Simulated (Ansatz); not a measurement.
# HfO2: how well frozen cores do

The same cell of HfO2 is computed with all-electron LAPW, PAW with frozen cores and datasets made for this crystal, to set the results side by side.

Method: DFT PBE, scalar-relativistic, in Ansatz 0.2.0.

## 1. The starting structure

The structure is cubic, space group Fm-3m (No. 225). The conventional cell has a = 5.115 Å, b = 5.115 Å, c = 5.115 Å, α = 90.00°, β = 90.00°, γ = 90.00°. Hf (site symmetry m-3m) is surrounded by 8 O at 2.21 Å. O (site symmetry -43m) is surrounded by 4 Hf at 2.21 Å.

Structure file:

```xyz
3
Lattice="0.0000 2.5575 2.5575 2.5575 0.0000 2.5575 2.5575 2.5575 0.0000" Properties=species:S:1:pos:R:3 pbc="T T T"
Hf    0.0000    0.0000    0.0000
O     1.2788    1.2788    1.2788
O     3.8363    3.8363    3.8363
```

The structure is an experimental refinement, used without relaxation.

Atoms are numbered in the order of the input: Hf1, O2, O3.

## 2. All-electron LAPW

input.yaml reads:

```yaml
crystal:
  lattice:
    - [0.0, 2.5575, 2.5575]
    - [2.5575, 0.0, 2.5575]
    - [2.5575, 2.5575, 0.0]
  atoms:
    - { symbol: Hf, position: [0.0, 0.0, 0.0] }
    - { symbol: O, position: [0.25, 0.25, 0.25] }
    - { symbol: O, position: [0.75, 0.75, 0.75] }
kpoints:
  mp_grid: { grid: [9, 9, 9] }
  band_path:
    path:
      - [0.0, 0.0, 0.0]
      - [0.5, 0.0, 0.5]
      - [0.625, 0.25, 0.625]
      - [0.375, 0.375, 0.75]
      - [0.0, 0.0, 0.0]
      - [0.5, 0.5, 0.5]
      - [0.5, 0.25, 0.75]
      - [0.5, 0.0, 0.5]
    npoints: 14
scf:
  occupations: { method: fermi_dirac, width: 0.01 }
hamiltonian:
  xc: pbe
  pseudopotentials: { kind: all_electron, lapw: { basis_error: 0.001 } }
output:
  forces: true
  stress: true
  eigenvalues: true
  populations: true
  dos: { projected: true, de: 0.2, e_range: [-14, 8] }
```

Launch:

```
ansatz run input.yaml --threads 1 --pin off --max-ram 4096MiB --backend cpu --events-out ev --progress --plain --runs-dir out
```

## 3. PAW with frozen cores

input.yaml: that of step 2 with these lines changed.

```diff
@@ -26,3 +26,3 @@
   xc: pbe
-  pseudopotentials: { kind: all_electron, lapw: { basis_error: 0.001 } }
+  pseudopotentials: { kind: paw }
 output:
@@ -31,3 +31,9 @@
   eigenvalues: true
+  efg: { contact_densities: true }
   populations: true
+  bader: true
   dos: { projected: true, de: 0.2, e_range: [-14, 8] }
+  write_density: true
+  write_potential: true
+  elf: true
+  volumetric_format: npy
```

## 4. Datasets made for this crystal

input.yaml: that of step 3 with these lines changed.

```diff
@@ -21,3 +21,3 @@
       - [0.5, 0.0, 0.5]
-    npoints: 14
+    npoints: 8
 scf:
@@ -26,3 +26,3 @@
   xc: pbe
-  pseudopotentials: { kind: paw }
+  pseudopotentials: { kind: all_electron, datasets: crystal }
 output:
@@ -32,8 +32 @@
   efg: { contact_densities: true }
-  populations: true
-  bader: true
-  dos: { projected: true, de: 0.2, e_range: [-14, 8] }
-  write_density: true
-  write_potential: true
-  elf: true
-  volumetric_format: npy
```

(Steps that only read results are left out.)

**Question.** What will these runs give? Wanted: pressure; gap; Bader charges; highest ELF.

**Answer**, as computed:

| quantity | value |
| --- | --- |
| pressure | LAPW -2.46, PAW -2.46, crystal datasets -2.46 GPa |
| gap (LAPW) | 3.71 eV, direct at X |
| Bader charges (PAW) | Hf1 +2.69, O2 -1.34 e |
| highest ELF (PAW) | 0.84, 0.65 Å from O |

In words: At this geometry the cell is under tension of 2.5 GPa, so it would shrink if let go. The gap is 3.71 eV, direct at X. Spin-orbit coupling is left out, though the cell holds Hf; it can shift such gaps by tenths of an eV. O 2p states make 94 % of the projected weight in the top eV of the valence band. The projection holds only the free atom's occupied shells (Hf 6s, Hf 5d, O 2s, O 2p in this range). PAW lies less than 0.01 GPa from LAPW in pressure and less than 0.01 eV in the gap. LAPW took about 2 times as long as PAW (36 s against 18 s, on a shared host and with the outputs that each input asks for).

The gaps are Kohn-Sham values of a semilocal functional, not quasiparticle or optical gaps. Such gaps usually fall short of the measured ones.
